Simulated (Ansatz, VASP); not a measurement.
# Al2O3 in VASP and in Ansatz

The input INCAR:

```
SYSTEM = Al2O3
  PREC = Accurate
  ENCUT = 520
  EDIFF = 1E-6
  ISMEAR = 0
  SIGMA = 0.05
  LREAL = .False.
  LASPH = .True.
  NELM = 80
  ALGO = Normal
  ISIF = 2
  LWAVE = .False.
  LCHARG = .False.
  NBANDS = 20
```

File KPOINTS:

```
regular mesh
0
Gamma
  12 12 4
  0 0 0
```

The input POSCAR:

```
Al2O3
1.0
    3.1025264353      0.0000000000      0.0000000000
   -1.5512632176      2.6868667089      0.0000000000
    0.0000000000      0.0000000000      7.1650680474
Al O
2 3
Direct
    0.0000000000      0.0000000000      0.2779510000
    0.0000000000      0.0000000000      0.7220490000
    0.3333333333      0.6666666667      0.1994540000
    0.6666666667      0.3333333333      0.8005460000
    0.0000000000      0.0000000000      0.5000000000
```

Input for Ansatz:

```yaml
crystal:
  lattice:
    - [3.1025264353, 0.0, 0.0]
    - [-1.5512632176, 2.6868667089, 0.0]
    - [0.0, 0.0, 7.1650680474]
  atoms:
    - { symbol: Al, position: [0.0, 0.0, 0.277951] }
    - { symbol: Al, position: [0.0, 0.0, 0.722049] }
    - { symbol: O, position: [0.3333333333, 0.6666666667, 0.199454] }
    - { symbol: O, position: [0.6666666667, 0.3333333333, 0.800546] }
    - { symbol: O, position: [0.0, 0.0, 0.5] }
basis:
  ecutwfc: 420
kpoints:
  mp_grid: { grid: [12, 12, 4] }
hamiltonian:
  xc: lda
scf:
  occupations: { method: gaussian, width: 0.05 }
output:
  forces: true
  stress: true
  eigenvalues: true
```

Alike in both runs: task single point; functional LDA; k mesh 12 × 12 × 4; occupations gaussian, width 0.05 eV; no spin polarisation.

|  | VASP | Ansatz |
| --- | --- | --- |
| version | VASP 6.6.1 | Ansatz 0.2.0 |
| potentials or method | VASP PAW LDA potentials, release 64 (Al, O) | scalar-relativistic, plane waves, PAW |
| plane-wave cutoff (eV) | 520 | 420 |
| valence electrons in the cell | 24 | 24 |

Ansatz gave:

| Quantity | Value |
| --- | --- |
| gap on the k mesh at the Fermi level (eV) | 3.01 |
| least direct gap on the mesh (eV) | 3.01 |
| pressure (GPa) | -4.2 |
| largest component of the traceless stress (GPa) | 27.12 |
| rms of the force components (eV/Å) | 1.191 |

**Question.** Which values does VASP return?

**Answer.** gap on the k mesh at the Fermi level (eV): 2.98; least direct gap on the mesh (eV): 2.98; pressure (GPa): -3.3; largest component of the traceless stress (GPa): 28.25; rms of the force components (eV/Å): 1.270.

Atom by atom the forces differ by 0.081 eV/Å (rms over components).

Caveats: forces of over 1 eV/Å show positions far from the minimum, so gaps and moduli don't describe the material at rest. A k mesh can miss the band edges.
